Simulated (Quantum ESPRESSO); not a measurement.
# CsPbBr3 in Quantum ESPRESSO: the effect of target pressure

CsPbBr3:

```
Pb Cs Br
1.0
     5.87000    0.00000    0.00000
     0.00000    5.87000    0.00000
     0.00000    0.00000    5.87000
Pb Cs Br
1 1 3
Direct
  0.50000 0.50000 0.50000
  0.00000 0.00000 0.00000
  0.50000 0.50000 0.00000
  0.50000 0.00000 0.50000
  0.00000 0.50000 0.50000
```

Measurements of this composition are mostly on another form, of space group No. 62.

Alike in all runs:

- Program: Quantum ESPRESSO 7.5
- Task: phonons
- Functional: PBE
- Potentials or basis: PseudoDojo 0.4.1 SR PBE standard
- Cutoff: 762 eV
- Density cutoff: 3048 eV
- k mesh: 2 × 2 × 2, shifted
- Occupations: fermi-dirac, width 0.05 eV
- Spin: no spin polarisation

Each run relaxes the cell or the atoms first.

| target pressure | relaxed volume (Å³/atom) | highest phonon frequency (cm⁻¹) |
| --- | --- | --- |
| 0 GPa | 41.40 | 123 |
| 10 GPa | 31.77 | 238 |
| 25 GPa | ? | ? |
| 50 GPa | 22.71 | 414 |
| 80 GPa | 20.10 | 492 |

**Question.** What does the run with target pressure 25 GPa give?

**Answer.** Relaxed volume 26.70 Å³/atom; highest phonon frequency 323 cm⁻¹.

Worked out: In Murnaghan's law V^(-B') rises as a straight line in P. The other rows fit best with B' = 3.6, V0 = 41.38 Å³/atom and B0 = 23 GPa, which gives 26.65 Å³/atom at 25 GPa, against the run's 26.70. A parabola through the other rows of the highest phonon frequency, of slope 5.71 cm⁻¹ per GPa there, gives 310 cm⁻¹, against the run's 323.

Caveats: the volume moved by over 15 % at a fixed basis, so the end points are rough (some runs); the cell is more than 3 GPa from zero pressure, which shifts response properties (some runs); some modes are imaginary (some runs).
